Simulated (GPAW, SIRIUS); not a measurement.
Given: the input of a run of SIRIUS 7.12.0 on CoO. Measurements of this composition are mostly on another form, of space group No. 225.

File sirius.json:

```json
{
  "control": {
    "processing_unit": "cpu",
    "verbosity": 2,
    "num_bands_to_print": 19,
    "print_forces": true,
    "print_stress": true
  },
  "parameters": {
    "electronic_structure_method": "pseudopotential",
    "xc_functionals": ["XC_GGA_X_PBE_SOL", "XC_GGA_C_PBE_SOL"],
    "gk_cutoff": 9.8,
    "pw_cutoff": 19.6,
    "ngridk": [10, 10, 10],
    "shiftk": [0, 0, 0],
    "smearing": "fermi_dirac",
    "smearing_width": 0.0018374661,
    "num_bands": 19,
    "num_mag_dims": 1,
    "num_dft_iter": 100,
    "energy_tol": 1e-08,
    "density_tol": 1e-06
  },
  "iterative_solver": {
    "type": "davidson",
    "min_tolerance": 1e-10
  },
  "mixer": {
    "type": "anderson",
    "beta": 0.5,
    "max_history": 8
  },
  "settings": {
    "tol_ne": 1e-10,
    "pseudo_grid_cutoff": 6.5,
    "smooth_initial_mag": true
  },
  "unit_cell": {
    "lattice_vectors": [
      [0.50642377956, 0.292383905451, 0.811200719508],
      [-0.50642377956, 0.292383905451, 0.811200719508],
      [0.0, -0.584767810902, 0.811200719508]
    ],
    "lattice_vectors_scale": 5.9787016615,
    "atom_coordinate_units": "lattice",
    "atom_types": ["Co", "O"],
    "atom_files": {
      "O": "O.json",
      "Co": "Co.json"
    },
    "atoms": {
      "Co": [
        [0.99897832, 0.99897832, 0.99897832, 0.0, 0.0, 2.0]
      ],
      "O": [
        [0.75102103, 0.75102103, 0.75102103, 0.0, 0.0, 0.0]
      ]
    }
  }
}
```

Potentials or basis: PseudoDojo 0.4.1 PBEsol standard (scalar relativistic).

Command:

```sh
$ upf_to_json O.upf
$ upf_to_json Co.upf
$ OMP_NUM_THREADS=1 sirius.scf --input=sirius.json --output=out.json --task=0
```

Task: What does the same run look like in GPAW 26.7.0 (ASE script)? Potentials or basis there: PAW data sets generated for this functional, cutoff 800 eV.

Result: As run (cutoffs and basis follow the program's own potentials, and thresholds, step limits or extra output files can differ):

The input run.py:

```python
from ase import Atoms
from ase.dft.bandgap import bandgap
from ase.io import write
from ase.units import Bohr, GPa
from gpaw import GPAW, PW, setup_paths
from gpaw.elf import elf_from_dft_calculation

setup_paths.insert(0, '.')

atoms = Atoms(['Co', 'O'],
              cell=[[1.6022198417, 0.9250420569, 2.5664708903],
                    [-1.6022198417, 0.9250420569, 2.5664708903],
                    [0.0, -1.8500841138, 2.5664708903]],
              scaled_positions=[[0.99897832, 0.99897832, 0.99897832],
                                [0.75102103, 0.75102103, 0.75102103]],
              pbc=True)
atoms.set_initial_magnetic_moments([2.0, 0.0])

calc = GPAW(mode=PW(800),
            xc='PBEsol',
            kpts={'size': (10, 10, 10), 'gamma': True},
            occupations={'name': 'fermi-dirac', 'width': 0.05},
            nbands=17,
            convergence={'density': 1e-05, 'energy': 1e-05},
            maxiter=150,
            txt='gpaw.txt')
atoms.calc = calc
energy = atoms.get_potential_energy()
forces = atoms.get_forces()
stress = atoms.get_stress()
calc.write('gs.gpw')
write('result.traj', atoms)
print(f'Energy: {energy:.6f} eV')
print('Forces (eV/A):')
print(forces.round(4))
print('Stress (GPa):', (stress / GPa).round(3))
print('Moments:', calc.get_magnetic_moments().round(3))
print('Fermi level:', round(calc.get_fermi_level(), 4), 'eV')
print(f'Gap: {bandgap(calc)[0]:.4f} eV, direct: {bandgap(calc, direct=True)[0]:.4f} eV')

# fields on the real-space grid
write('density.cube', atoms, data=calc.get_pseudo_density() * Bohr**3)
write('potential.cube', atoms, data=calc.get_electrostatic_potential())
write('spin.cube', atoms, data=(calc.get_pseudo_density(spin=0) - calc.get_pseudo_density(spin=1)) * Bohr**3)
write('elf.cube', atoms, data=elf_from_dft_calculation(calc).data)
```

Potentials or basis: PAW data sets generated in the run's folder for this functional, pw.

Launch:

```sh
$ gpaw-setup -f PBEsol Co O
$ OMP_NUM_THREADS=1 python run.py
```

Both were run:

|  | SIRIUS | GPAW |
| --- | --- | --- |
| Pressure | -7.7 GPa | -6.8 GPa |
| Largest force | 0.217 eV/Å | 0.246 eV/Å |
| Net moment | 2.85 μB per cell | 2.77 μB per cell |

The potentials hold 23 and 15 valence electrons a cell.

The magnetic state is the one that the start led to; the real crystal's order can differ.

Pressure is positive in compression.
